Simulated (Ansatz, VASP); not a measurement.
**One calculation of Be, two programs**

```
Be
1.0
     3.64556    0.00000    0.00000
    -1.26530    2.59693    0.00000
     1.84883   -1.03168    3.97755
Be
4
Direct
  0.62301 0.06894 0.61862
  0.35689 0.66215 0.14467
  0.13347 0.02247 0.19889
  0.86676 0.76084 0.96544
```

Alike in both runs: task relaxation of cell and atoms; functional PBE; k mesh 6 × 6 × 4; occupations gaussian, width 0.1 eV; no spin polarisation.

|  | VASP | Ansatz |
| --- | --- | --- |
| version | VASP 6.6.1 | Ansatz 0.2.0 |
| potentials or method | VASP PAW PBE potentials, release 64 (Be) | scalar-relativistic, plane waves, PAW |
| plane-wave cutoff (eV) | 600 | 420 |
| valence electrons in the cell | 8 | 8 |

Ansatz gave:

```
gap on the k mesh at the Fermi level, each at its own relaxed structure (eV) : none
relaxed volume (Å³/atom)                                                     : 7.79
relaxed cell length with the largest relative difference (Å)                 : 3.533
energy change over the relaxation (meV/atom)                                 : -2269
```

**Question.** Estimate VASP's values.

**Answer.** gap on the k mesh at the Fermi level, each at its own relaxed structure (eV): none; relaxed volume (Å³/atom): 8.62; relaxed cell length with the largest relative difference (Å): 3.583; energy change over the relaxation (meV/atom): -2259.

A gap of «none» marks a metal or a gap that the smearing closes. One of these differences is far larger than is usual between the two programs; its cause wasn't traced.

Caveats: the k mesh is coarse (spacing up to 0.42 Å⁻¹), so the values aren't converged.
